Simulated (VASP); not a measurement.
# CdSe (Cadmoselite) (P6_3mc) in VASP: notebook, part 2 of 2

VASP 6.6.1. Earlier steps stand in the parts before.

### 4 Dielectric tensor, PBE

Contents of INCAR:

```
SYSTEM = CdSe
PREC = Accurate
ENCUT = 520
EDIFF = 1E-8
ISMEAR = 0
SIGMA = 0.03
LREAL = .False.
LASPH = .True.
NELM = 80
ALGO = Fast
ISIF = 2
LWAVE = .False.
LCHARG = .False.
GGA = PE
LEPSILON = .True.
KPAR = 2
```

Contents of KPOINTS:

```
regular mesh
0
Gamma
  12 12 6
  0 0 0
```

Contents of POSCAR:

```
CdSe                                    
1.0
    4.3096852295      0.0000000000      0.0000000000
   -2.1548426148      3.7322968911      0.0000000000
    0.0000000000      0.0000000000      7.0351851828
  Cd              Se            
     2     2
Direct
     0.3333333332999970    0.6666666667000030    0.0046653508420675
     0.6666666667000030    0.3333333332999970    0.5046653508420675
     0.3333333332999970    0.6666666667000030    0.3803346491579305
     0.6666666667000030    0.3333333332999970    0.8803346491579305
```

Potentials or basis: VASP PAW PBE potentials, release 64 (Cd, Se).

Command:

```bash
$ cat potpaw_PBE.64/Cd/POTCAR potpaw_PBE.64/Se/POTCAR > POTCAR
$ mpirun -np 2 vasp_std > vasp.out
```

OUTCAR:

```text
SYSTEM = CdSe
   PREC = Accurate
   ENCUT = 520
   EDIFF = 1E-8
   ISMEAR = 0
   LREAL = .False.
   LASPH = .True.
   NELM = 80
   ISIF = 2
   GGA = PE
   LEPSILON = .True.

 ion  position               nearest neighbor table
   1  0.333  0.667  0.005-   4 2.64   4 2.64   4 2.64   3 2.64
   2  0.667  0.333  0.505-   3 2.64   3 2.64   3 2.64   4 2.64
   3  0.333  0.667  0.380-   2 2.64   2 2.64   2 2.64   1 2.64
   4  0.667  0.333  0.880-   1 2.64   1 2.64   1 2.64   2 2.64

  LATTYP: Found a hexagonal cell.
 ALAT       =     4.3096852295
 C/A-ratio  =     1.6324127652

  Lattice vectors:

 A1 = (   4.3096852295,   0.0000000000,   0.0000000000)
 A2 = (  -2.1548426148,   3.7322968911,   0.0000000000)
 A3 = (   0.0000000000,   0.0000000000,   7.0351851828)

Analysis of symmetry for initial positions (statically):
=====================================================================
 Subroutine PRICEL returns:
 Original cell was already a primitive cell.

 Routine SETGRP: Setting up the symmetry group for a
 hexagonal supercell.

 Subroutine GETGRP returns: Found 12 space group operations
 (whereof  6 operations were pure point group operations)
[... 834 lines left out ...]

  energy without entropy =       -2.38899895

------------------------ aborting loop because EDIFF is reached ----------------------------------------

 PIEZOELECTRIC TENSOR FIELD DIRECTION 3  (e Angst)
 -----------------------------------------------------------------------------
     2.48112 -0.00000 -0.00000           ( -0.03629  0.00000 -0.00000)
    -0.00000  2.48112  0.00000           (  0.00000 -0.03629  0.00000)
     0.00000  0.00000 -5.10417           (  0.00000  0.00000  0.07666)

 PIEZOELECTRIC TENSOR FIELD DIRECTION 3  (C/m^2)
 -----------------------------------------------------------------------------
     0.35129 -0.00000 -0.00000
    -0.00000  0.35129  0.00000
     0.00000  0.00000 -0.72267

 MACROSCOPIC STATIC DIELECTRIC TENSOR (including local field effects in DFT)
 ------------------------------------------------------
           8.021609    -0.000000    -0.000000
          -0.000000     8.021609     0.000000
          -0.000000    -0.000000     8.081136
 ------------------------------------------------------

 PIEZOELECTRIC TENSOR (including local field effects)  for field in x, y, z        (e  Angst)
          XX          YY          ZZ          XY          YZ          ZX
  --------------------------------------------------------------------------------
  x    -0.00000     0.00000     0.00000     0.00000    -0.00000     2.53616
  y     0.00000     0.00000     0.00000     0.00000     2.53617    -0.00000
  z     2.48112     2.48112    -5.10417    -0.00000     0.00000    -0.00000

 PIEZOELECTRIC TENSOR (including local field effects)  for field in x, y, z        (C/m^2)
          XX          YY          ZZ          XY          YZ          ZX
  --------------------------------------------------------------------------------
  x    -0.00000     0.00000     0.00000     0.00000    -0.00000     0.35908
  y     0.00000     0.00000     0.00000     0.00000     0.35908    -0.00000
  z     0.35129     0.35129    -0.72267    -0.00000     0.00000    -0.00000

 BORN EFFECTIVE CHARGES (including local field effects) (in |e|, cummulative output)
 ---------------------------------------------------------------------------------
 ion    1
    1     2.17751    -0.00000     0.00000
    2    -0.00000     2.17751    -0.00000
    3    -0.00000     0.00000     2.29495
 ion    2
    1     2.17751    -0.00000    -0.00000
    2    -0.00000     2.17751     0.00000
    3     0.00000     0.00000     2.29495
 ion    3
    1    -2.17751     0.00000    -0.00000
    2     0.00000    -2.17751    -0.00000
    3     0.00000    -0.00000    -2.29495
 ion    4
    1    -2.17751     0.00000     0.00000
    2     0.00000    -2.17751     0.00000
    3    -0.00000     0.00000    -2.29495
```

OSZICAR:

```text
N       E                     dE             d eps       ncg     rms          rms(c)
DAV:   1     0.244129522465E+03    0.24413E+03   -0.17349E+04  3344   0.148E+03
[... 13 lines left out ...]
RMM:   7    -0.238839003500E+01   -0.25692E-02   -0.39842E-05  5319   0.371E-02    0.450E-03
RMM:   8    -0.238887847511E+01   -0.48844E-03   -0.26110E-05  5071   0.931E-03    0.183E-03
RMM:   9    -0.238898280462E+01   -0.10433E-03   -0.70249E-06  5082   0.431E-03    0.604E-04
RMM:  10    -0.238900492063E+01   -0.22116E-04    0.30720E-07  5378   0.110E-03    0.235E-04
RMM:  11    -0.238900210668E+01    0.28140E-05    0.37241E-06  5326   0.724E-04    0.657E-05
RMM:  12    -0.238899974037E+01    0.23663E-05   -0.61958E-07  4204   0.180E-04    0.258E-05
RMM:  13    -0.238899894662E+01    0.79374E-06   -0.18027E-07  3091   0.104E-04    0.841E-06
```

stdout:

```text
POSCAR found type information on POSCAR CdSe
 POSCAR found :  2 types and       4 ions
 scaLAPACK will be used
 LDA part: xc-table for (Slater+PW92), standard interpolation
 POSCAR, INCAR and KPOINTS ok, starting setup
 FFT: planning ... GRIDC
 FFT: planning ... GRID_SOFT
 FFT: planning ... GRID
 WAVECAR not read
 entering main loop
 Linear response reoptimize wavefunctions to high precision
 Linear response G [H, r] |phi>, progress :
  Direction:   1
 Linear response G [H, r] |phi>, progress :
  Direction:   2
 Linear response G [H, r] |phi>, progress :
  Direction:   3
 Linear response to external field (no local field effect), progress :
  Direction:   1
 dielectric tensor                  component  1 :     7.327    -2.527    -0.669
 Linear response to external field (no local field effect), progress :
  Direction:   2
 dielectric tensor                  component  2 :    -2.527     9.456    -0.668
 Linear response to external field (no local field effect), progress :
  Direction:   3
 dielectric tensor                  component  3 :    -0.669    -0.668     8.425
 Linear response to external field, progress :
  Direction:   1
 dielectric tensor                  component  1 :     8.022    -0.488     0.000
 Linear response to external field, progress :
  Direction:   2
 dielectric tensor                  component  2 :    -1.021     8.022     0.000
 Linear response to external field, progress :
  Direction:   3
 dielectric tensor                  component  3 :    -0.674    -0.671     8.081
 Born effective charges drift removed
```

Wall time 19 min (2 MPI ranks of Intel Xeon Platinum 8559C (Emerald Rapids), shared host); peak memory 1.3 GiB.

Results:

```
Band gap on the k mesh                  : 0.65 eV, direct
Electronic dielectric tensor (diagonal) : 8.02, 8.02, 8.08
Born charges (mean of the diagonal)     : Cd +2.22; Se -2.22 e
```

Electronic dielectric tensor:
```
8.02 0.00 0.00
0.00 8.02 0.00
0.00 0.00 8.08
```

Born effective charge tensors (e):
atom 1, Cd
```
2.18 0.00 0.00
0.00 2.18 0.00
0.00 0.00 2.29
```
atom 2, Cd
```
2.18 0.00 0.00
0.00 2.18 0.00
0.00 0.00 2.29
```
atom 3, Se
```
-2.18  0.00  0.00
 0.00 -2.18  0.00
 0.00  0.00 -2.29
```
atom 4, Se
```
-2.18  0.00  0.00
 0.00 -2.18  0.00
 0.00  0.00 -2.29
```

Caveat: the gap is small at this level, which inflates the dielectric constant.

### 5 Optical spectrum, PBE

INCAR, as its differences from that of step 4:

```diff
@@ -3,3 +3,3 @@
 ENCUT = 520
-EDIFF = 1E-8
+EDIFF = 1E-6
 ISMEAR = 0
@@ -14,3 +14,6 @@
 GGA = PE
-LEPSILON = .True.
+LOPTICS = .True.
+NBANDS = 66
+NEDOS = 1000
+CSHIFT = 0.05
 KPAR = 2
```

Contents of KPOINTS:

```
regular mesh
0
Gamma
  9 9 4
  0 0 0
```

POSCAR is that of step 4.

Potentials or basis: VASP PAW PBE potentials, release 64 (Cd, Se).

Command:

```bash
$ cat potpaw_PBE.64/Cd/POTCAR potpaw_PBE.64/Se/POTCAR > POTCAR
$ mpirun -np 2 vasp_std > vasp.out
```

OUTCAR:

```text
SYSTEM = CdSe
   PREC = Accurate
   ENCUT = 520
   EDIFF = 1E-6
   ISMEAR = 0
   LREAL = .False.
   LASPH = .True.
   NELM = 80
   ISIF = 2
   GGA = PE

 ion  position               nearest neighbor table
   1  0.333  0.667  0.005-   4 2.64   4 2.64   4 2.64   3 2.64
   2  0.667  0.333  0.505-   3 2.64   3 2.64   3 2.64   4 2.64
[... 1149 lines left out ...]
     2.12198     8.28704     8.28704     7.40808    -0.00000     0.00000    -0.00000
     2.65247     8.38067     8.38067     6.49653    -0.00000    -0.00000    -0.00000
[... 92 lines left out ...]
    51.98848     0.87817     0.87817     0.87812     0.00000    -0.00000     0.00000
    52.51897     0.88110     0.88110     0.88105     0.00000    -0.00000     0.00000

  frequency dependent IMAGINARY DIELECTRIC FUNCTION (independent particle, no local field effects) current-current
     E(ev)      X         Y         Z        XY        YZ        ZX
  --------------------------------------------------------------------------------------------------------------
     0.00000     0.00000     0.00000     0.00000    -0.00000     0.00000    -0.00000
     0.53049     0.00022     0.00022     0.00000    -0.00000    -0.00000     0.00000
     1.06099     0.00000     0.00000     0.00000    -0.00000     0.00000     0.00000
     1.59148    11.83234    11.83234    12.34290    -0.00000     0.00000     0.00000
     2.12198     0.00000     0.00000     0.00000    -0.00000     0.00000     0.00000
     2.65247     0.35905     0.35905     0.00028    -0.00000     0.00000     0.00000
[... 92 lines left out ...]
    51.98848     0.00000     0.00000     0.00000    -0.00000     0.00000     0.00000
    52.51897     0.00000     0.00000     0.00000    -0.00000     0.00000     0.00000

  frequency dependent      REAL DIELECTRIC FUNCTION (independent particle, no local field effects) current-current
     E(ev)        X           Y           Z          XY          YZ          ZX
  --------------------------------------------------------------------------------------------------------------
     0.00000     9.65691     9.65691     9.62575    -0.00000     0.00000     0.00000
     0.53049    13.47042    13.47042    12.36661    -0.00000     0.00000     0.00000
     1.06099     6.39893     6.39893     6.53287    -0.00000     0.00000     0.00000
     1.59148     7.00815     7.00815    11.00915    -0.00000     0.00000     0.00000
     2.12198     8.26774     8.26774     7.39610    -0.00000     0.00000     0.00000
     2.65247     8.29777     8.29777     6.43705    -0.00000     0.00000    -0.00000
[... 92 lines left out ...]
    51.98848     0.87818     0.87818     0.87813     0.00000    -0.00000    -0.00000
    52.51897     0.88110     0.88110     0.88105     0.00000    -0.00000    -0.00000
```

OSZICAR:

```text
N       E                     dE             d eps       ncg     rms          rms(c)
DAV:   1     0.302445048409E+03    0.30245E+03   -0.14207E+04  4752   0.490E+02
DAV:   2     0.671232182258E+01   -0.29573E+03   -0.25456E+03  5398   0.162E+02
DAV:   3    -0.115793893473E+02   -0.18292E+02   -0.18042E+02  5686   0.436E+01
DAV:   4    -0.116913035895E+02   -0.11191E+00   -0.11187E+00  5448   0.353E+00
DAV:   5    -0.116916900748E+02   -0.38649E-03   -0.38647E-03  5486   0.176E-01    0.871E+00
RMM:   6    -0.109909167850E+02    0.70077E+00   -0.21328E-01  5086   0.129E+00    0.671E+00
RMM:   7    -0.109405102618E+02    0.50407E-01   -0.38660E-02  5193   0.543E-01    0.245E+00
RMM:   8    -0.109396148767E+02    0.89539E-03   -0.74569E-03  5656   0.338E-01    0.284E-01
RMM:   9    -0.109399856820E+02   -0.37081E-03   -0.12194E-03  5789   0.107E-01    0.827E-02
RMM:  10    -0.109402090271E+02   -0.22335E-03   -0.17933E-04  5652   0.449E-02    0.417E-02
RMM:  11    -0.109402354716E+02   -0.26444E-04   -0.28159E-05  5785   0.166E-02    0.769E-03
RMM:  12    -0.109402392257E+02   -0.37541E-05   -0.42934E-06  5841   0.659E-03    0.720E-03
RMM:  13    -0.109402387047E+02    0.52095E-06   -0.92199E-07  5123   0.313E-03
   1 F= -.10940239E+02 E0= -.10940239E+02  d E =-.512910E-15
 imaginary and real dielectric function
```

stdout:

```text
POSCAR found type information on POSCAR CdSe
 POSCAR found :  2 types and       4 ions
 scaLAPACK will be used
 LDA part: xc-table for (Slater+PW92), standard interpolation
 POSCAR, INCAR and KPOINTS ok, starting setup
 FFT: planning ... GRIDC
 FFT: planning ... GRID_SOFT
 FFT: planning ... GRID
 WAVECAR not read
 entering main loop
 optical routines
 imaginary and real dielectric function
 recalculating local potential from charge density
 direction            1
 direction            2
 direction            3
```

It took 2.1 min on 2 MPI ranks of Intel Xeon Platinum 8559C (Emerald Rapids), shared host; peak memory 0.48 GiB.

Results:

```
Free energy            : -10.9402 eV
Pressure               : 2.9 GPa
Largest force          : 0.004 eV/Å
Band gap on the k mesh : 0.65 eV, direct
```

Forces in eV/Å, atoms in the order of the input:
```
Cd   0.000  0.000  0.004
Cd   0.000  0.000  0.004
Se   0.000  0.000 -0.004
Se   0.000  0.000 -0.004
```

Levels at points of the mesh, in eV from the valence-band top:
```csv
k point,band 15,band 16,band 17,band 18,band 19,band 20,band 21,band 22
"(0.00, 0.00, 0.00)",-0.76,-0.05,0.00,0.00,0.65,2.20,5.86,5.86
"(0.00, 0.00, 0.50)",-0.40,-0.40,-0.40,-0.40,2.36,2.36,5.84,5.84
```

Dielectric function (mean over the directions given):
```csv
energy (eV),real part,imaginary part
0.27,10.16,0.00
1.27,7.83,0.00
2.33,9.97,4.69
3.34,8.55,6.32
4.40,3.43,10.56
5.41,4.84,0.86
6.47,-1.68,4.04
7.53,-2.98,7.39
8.54,-1.60,2.46
9.60,-1.51,1.57
10.61,-0.52,1.05
11.67,-0.74,0.78
12.68,0.04,0.85
13.74,0.27,0.80
14.80,0.09,0.64
15.81,0.04,0.65
16.87,0.34,0.41
17.88,0.29,0.29
18.94,0.50,0.42
20.00,0.49,0.26
```

Caveat: spectra need much finer meshes, so this one isn't converged; independent-particle spectra lack excitons.

### 6 The runs side by side

| task | level | spin | k mesh | monkhorst-Pack mesh | gap on the mesh (eV) |
| --- | --- | --- | --- | --- | --- |
| band structure | TB-mBJ | off | 9 × 9 × 4 | - | 2.00 |
| band structure | TB-mBJ | SOC, no magnetisation | 6 × 6 × 3 | - | - |
| dielectric tensor | PBE | off | 12 × 12 × 6 | no | 0.65 |
| optical spectrum | PBE | off | 9 × 9 × 4 | - | 0.65 |

Alike in all rows: potentials or basis VASP PAW PBE potentials, release 64 (Cd, Se); cell as given; cutoff (eV) 520; smearing gaussian 0.03 eV.

On the cell as given the gap runs from 0.65 eV (PBE) to 2.00 eV (TB-mBJ); the meshes differ, which moves gaps too.

Caveats: the PAW data sets were made with another functional, which shifts forces and pressure a little (some runs); the gap is small at this level, which inflates the dielectric constant (some runs); spectra need much finer meshes, so this one isn't converged (some runs); independent-particle spectra lack excitons (some runs).

Total energies depend on the potentials used, so only differences within one code and one set of settings carry meaning.

### 7 How close it comes

Step 2. Against the measured gap of CdSe, 1.841 eV (2 K; a printed reference work, data compilation), the calculated 2.00 eV is off by +0.16 eV. Spin-orbit coupling on Cd, Se is left out. The value is that of TB-mBJ, without temperature or zero-point motion.

Step 4. Against the measured gap of CdSe, 1.841 eV (2 K; a printed reference work, data compilation), the calculated 0.65 eV is off by -1.19 eV. So large a miss can be the level of theory's own, or it may mean another phase, state or a wrong row. Spin-orbit coupling on Cd, Se is left out. The value is that of PBE, without temperature or zero-point motion. Semilocal functionals fall short of measured gaps as a rule.

Step 5. A measured gap of CdSe is 1.841 eV (2 K; a printed reference work, data compilation); the calculated 0.65 eV misses it by -1.19 eV. So large a miss can be the level of theory's own, or it may mean another phase, state or a wrong row. Spin-orbit coupling on Cd, Se is left out. The value is that of PBE, without temperature or zero-point motion. Semilocal functionals fall short of measured gaps as a rule.
